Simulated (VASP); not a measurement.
Set up this calculation in VASP 6.6.1, as the native input.

```
Task                   : relaxation of cell and atoms
Functional             : PBE
Potentials or basis    : VASP PAW PBE potentials, release 64 (Sr_sv)
Cutoff                 : 520 eV
k mesh                 : 12 × 12 × 6
Occupations            : gaussian, width 0.1 eV
Spin                   : no spin polarisation
Further INCAR settings : ALGO = Normal; EDIFF = 1e-06; IBRION = 2; EDIFFG = -0.01; NSW = 90; ISIF = 3
```

The structure of Sr lies in POSCAR:

```
Sr
1.0
    4.3100000000      0.0000000000      0.0000000000
   -2.1550000000      3.7325694900      0.0000000000
    0.0000000000      0.0000000000      7.0500000000
Sr
2
Direct
    0.3333333300      0.6666666700      0.2500000000
    0.6666666700      0.3333333300      0.7500000000
```

This isn't the form of Sr at room conditions, which is fcc.

These files were run (other wordings do the same):

INCAR

```
PREC = Accurate ; ENCUT = 520
EDIFF = 1E-6 ; ISMEAR = 0
SIGMA = 0.1 ; LREAL = False
LASPH = True ; NELM = 120
ALGO = Normal ; ISIF = 3
LWAVE = False ; LCHARG = False
GGA = PE ; IBRION = 2
NSW = 90 ; EDIFFG = -0.01
```

KPOINTS

```
Automatic mesh
0
Gamma
  12 12 6
```

Potentials or basis: VASP PAW PBE potentials, release 64 (Sr_sv).

Run with:

```bash
$ cat potpaw_PBE.64/Sr_sv/POTCAR > POTCAR
$ mpirun -np 1 vasp_std > vasp.out
```

Results of the run:

```json
{
 "Relaxed volume": "55.38 Å³/atom",
 "Relaxed cell": "a = 4.272 Å, b = 4.272 Å, c = 7.008 Å, α = 90.00°, β = 90.00°, γ = 120.00°",
 "Space group after relaxing (to 0.05 Å)": "P6_3/mmc (No. 194)",
 "Energy gained by relaxing": "1.2 meV/atom",
 "Ionic steps": "6",
 "Pressure after relaxing": "0.0 GPa",
 "Band gap on the k mesh": "none (metal or under the smearing width)"
}
```

Wall time 3.3 min on 1 thread of Intel(R) Xeon(R) Platinum 8488C (Sapphire Rapids), on a shared host, peak memory 0.3 GiB.
